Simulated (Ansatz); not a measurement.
## Al2O3 with hydrogen replacing O: gradients before and after relaxing the atoms

Start: a supercell of Al2O3 (corundum type, R-3c) built from a refined structure from the COD, with all atoms left at the host's positions.

```cif
data_Al16HO23
_symmetry_space_group_name_H-M 'C2'
_symmetry_Int_Tables_number 5
_cell_length_a 10.2604
_cell_length_b 9.5210
_cell_length_c 6.9987
_cell_angle_alpha 90.000
_cell_angle_beta 95.846
_cell_angle_gamma 90.000
loop_
_atom_site_label
_atom_site_type_symbol
_atom_site_symmetry_multiplicity
_atom_site_Wyckoff_symbol
_atom_site_fract_x
_atom_site_fract_y
_atom_site_fract_z
Al1 Al 4 c 0.3522 0.0000 0.3978
Al2 Al 4 c 0.8522 0.0000 0.3978
Al3 Al 4 c 0.6022 0.2500 0.8978
Al4 Al 4 c 0.6022 0.7500 0.8978
Al9 Al 4 c 0.6478 0.0000 0.1022
Al10 Al 4 c 0.1478 0.0000 0.1022
Al11 Al 4 c 0.3978 0.7500 0.6022
Al12 Al 4 c 0.3978 0.2500 0.6022
H H 2 a 0.5000 0.0967 0.0000
O18 O 2 a 0.5000 0.5967 0.0000
O19 O 4 c 0.2500 0.8467 0.5000
O21 O 4 c 0.6733 0.0767 0.3467
O22 O 4 c 0.1733 0.0767 0.3467
O23 O 4 c 0.4233 0.8267 0.8467
O24 O 4 c 0.4233 0.3267 0.8467
O29 O 2 b 0.5000 0.9033 0.5000
O30 O 2 b 0.5000 0.4033 0.5000
O31 O 4 c 0.7500 0.1533 0.0000
O33 O 4 c 0.3267 0.9233 0.1533
O34 O 4 c 0.8267 0.9233 0.1533
O35 O 4 c 0.5767 0.1733 0.6533
O36 O 4 c 0.5767 0.6733 0.6533
```

One atom of each set is listed; the run and its k-mesh use a cell of 40 atoms with edges of 7.00, 7.00, 7.00 Å.

Method: Kohn–Sham DFT in Ansatz, PBE, plane waves and PAW, scalar-relativistic, collinear spin, 420 eV cutoff, Γ-centred 3×3×3 k-points, Fermi–Dirac smearing 0.01 eV. Start moments as typed (μB): 1 on each H, none on the rest.

The largest force at the start is 1.1 eV/Å. Relaxing the ions at fixed cell moves them by 0.114 Å at most (atom 31, O) and 0.045 Å rms.

```
site  moved (Å)                 first shell before                  first shell after  V_zz before (10²¹ V/m²)  η before
 Al1      0.012                 6 O at 1.85–1.97 Å                 6 O at 1.85–1.98 Å                     0.55      0.18
 Al2      0.019                 6 O at 1.85–1.97 Å                 6 O at 1.85–1.98 Å                     0.56      0.08
 Al3      0.080  5 O at 1.85–1.97 Å, 1 H at 1.97 Å  5 O at 1.84–2.02 Å, 1 H at 2.02 Å                     1.28      0.60
 Al4      0.047                 6 O at 1.85–1.97 Å                 6 O at 1.81–1.99 Å                     0.65      0.39
 Al9      0.078  5 O at 1.85–1.97 Å, 1 H at 1.85 Å  5 O at 1.87–2.00 Å, 1 H at 1.88 Å                    -1.20      0.85
Al10      0.032                 6 O at 1.85–1.97 Å                 6 O at 1.83–1.99 Å                     0.55      0.26
   H      0.042                4 Al at 1.85–1.97 Å                4 Al at 1.88–2.02 Å                     0.41      0.24
 O18      0.005                4 Al at 1.85–1.97 Å                4 Al at 1.83–1.98 Å                    -3.86      0.42
 O24      0.050                4 Al at 1.85–1.97 Å                4 Al at 1.85–2.02 Å                    -4.90      0.29
 O31      0.114                4 Al at 1.85–1.97 Å                4 Al at 1.81–2.00 Å                    -3.89      0.52
 O33      0.033                4 Al at 1.85–1.97 Å                4 Al at 1.85–1.98 Å                    -3.09      0.72
```

(1) What are V_zz and η after the relaxation?

Answers

(1) 

| site | V_zz after | η after | change of V_zz |
| --- | --- | --- | --- |
| Al1 | 0.55 | 0.73 | 0.00 |
| Al2 | 0.54 | 0.26 | -0.02 |
| Al3 | 1.29 | 0.38 | +0.01 |
| Al4 | -1.03 | 0.73 | – |
| Al9 | -1.33 | 0.56 | -0.13 |
| Al10 | 0.77 | 0.69 | +0.22 |
| H | 0.36 | 0.48 | -0.05 |
| O18 | -3.51 | 0.20 | +0.35 |
| O24 | -4.21 | 0.31 | +0.69 |
| O31 | -3.46 | 0.21 | +0.43 |
| O33 | -3.65 | 0.39 | -0.56 |

The largest change of V_zz along a kept axis is on O24, from -4.90 to -4.21. The whole tensor moves most on O18, by 1.54 along its most changed direction. In per cent, |V_zz| changes by -3 to +39 on Al, -14 to +18 on O (all sites that start above 0.5, bar those whose gradient vanishes or changes sign or whose main axis turns by over 40°). Where |V_zz| stays above 0.1 and the axes keep their order, η moves most on Al1, from 0.18 to 0.73. On O18, Al2 V_xx and V_yy change places (or their axes turn by over 50°), so the two values of η hide a larger change. On Al4 the largest principal value lies along another axis in the second run, so the two V_zz can't be compared directly. The table leaves out 11 of the 22 sites, with |V_zz| up to 4.10; their tensors move by 0.79 at most along any direction. The statements above cover all sites. The host's own positions weren't relaxed first, so part of the change far from the defect can be the host's relaxation.

The defect repeats with the cell of 40 atoms, so it feels its images: sites between two images don't show the values beside a lone defect, and zeros or small values of η there can come from the images' arrangement. Al and O carry a gradient in the pure host already, so the values there aren't the defect's effect alone. The cell keeps the host's lattice, where the PBE pressure is 9 GPa. The run lost most of its start moments on H; a state with other moments may lie lower.
Before: With a gap of 0.1 eV on this mesh, small gradients can still move by 0.1 × 10²¹ V/m² or more as the k-mesh gets denser. The neighbours have not yet relaxed around the defect (largest force 1.1 eV/Å), so a real crystal will differ.
After: The relaxation keeps the site symmetry 2 of the start, so the impurity can move only along its axis; a start off the site could end lower. With a gap of 0.8 eV on this mesh, small gradients can still move by 0.1 × 10²¹ V/m² or more as the k-mesh gets denser.
